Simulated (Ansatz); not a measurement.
Na2S under changes of volume

One of the cells (23.385 Å³/atom); the others are scaled copies at fixed shape and fractional positions:

```
S Na
1.0
     0.00000    3.27350    3.27350
     3.27350    0.00000    3.27350
     3.27350    3.27350    0.00000
S Na
1 2
Direct
  0.00000 0.00000 0.00000
  0.75000 0.75000 0.75000
  0.25000 0.25000 0.25000
```

| Property | Result |
| --- | --- |
| Program | Ansatz 0.2.0 |
| Functional | LDA |
| Potentials or basis | Ansatz PAW |
| Cutoff | 420 eV (not typed: the program's choice for these potentials) |
| k mesh | 7 × 7 × 7 |
| Occupations | fermi-dirac, width 0.05 eV |
| Spin | no spin polarisation |

| volume (Å³/atom) | energy over the lowest point (meV/atom) | pressure (GPa) | gap on the mesh (eV) |
| --- | --- | --- | --- |
| 21.982 | 0.00 | -0.4 | 2.44 |
| 22.450 | ? | ? | ? |
| 22.918 | 6.26 | -1.6 | 2.30 |
| 23.385 | 11.82 | -2.2 | 2.24 |
| 23.853 | 18.78 | -2.6 | 2.17 |
| 24.321 | 26.97 | -3.0 | 2.12 |
| 24.789 | 36.27 | -3.4 | 2.06 |

Question: What does the run at 22.450 Å³/atom give?

Answer: Energy over the lowest point 2.25 meV/atom; pressure -1.1 GPa; gap on the mesh 2.37 eV.

Worked out: A Birch-Murnaghan fit of order 3 (a polynomial in V^(-2/3)) to the other rows has its minimum at 21.68 Å³/atom, just outside them, with B0 = V·E''(V) = 34 GPa and B' = 4.4. It gives 2.25 meV/atom at 22.450 Å³/atom, against the run's 2.25, and -dE/dV = -1.1 GPa, against -1.1. A straight line through the other rows of the gap, of slope -3.15 eV per unit of ln V (its deformation potential), gives 2.37 eV, against the run's 2.37.

Energies are extrapolated to zero smearing.

Caveats: odd divisions of the mesh miss points on the zone boundary, where band edges often lie, so the gap on the mesh can be too wide; the PAW data sets come from PBE, with cores solved anew for the run's functional, which leaves a small shift of forces and pressure.
